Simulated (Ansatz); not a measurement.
PtS2:

```
Pt S
1.0
     3.54320    0.00000    0.00000
    -1.77160    3.06850    0.00000
     0.00000    0.00000    5.03880
Pt S
1 2
Cartesian
  0.0000 0.0000 0.0000
  1.7716 1.0228 3.8950
  0.0000 2.0457 1.1438
```

Base run:

```yaml
Program: Ansatz 0.2.0
Functional: PBEsol
Potentials_or_basis: all-electron LAPW, scalar-relativistic
Cutoff: 274 eV (chosen from the basis error)
Basis_error_allowed: 0.002 eV/atom
k_mesh: 9 × 9 × 5
Occupations: fermi-dirac, width 0.05 eV
Spin: no spin polarisation
```

Its results: band gap on the k mesh 0.96 eV, indirect (least direct gap 1.00 eV); pressure 6.4 GPa; largest force 0.951 eV/Å.

Task: The run is repeated on the same cell with these changes: functional from PBEsol to LDA. What comes out?

Result: Band gap on the k mesh 0.91 eV, indirect (least direct gap 0.96 eV); pressure 3.6 GPa; largest force 0.805 eV/Å.

LDA binds more tightly than PBEsol, so the same cell stands under less pressure.

Caveats: spin-orbit coupling is left out, which moves the levels of the heavy elements.
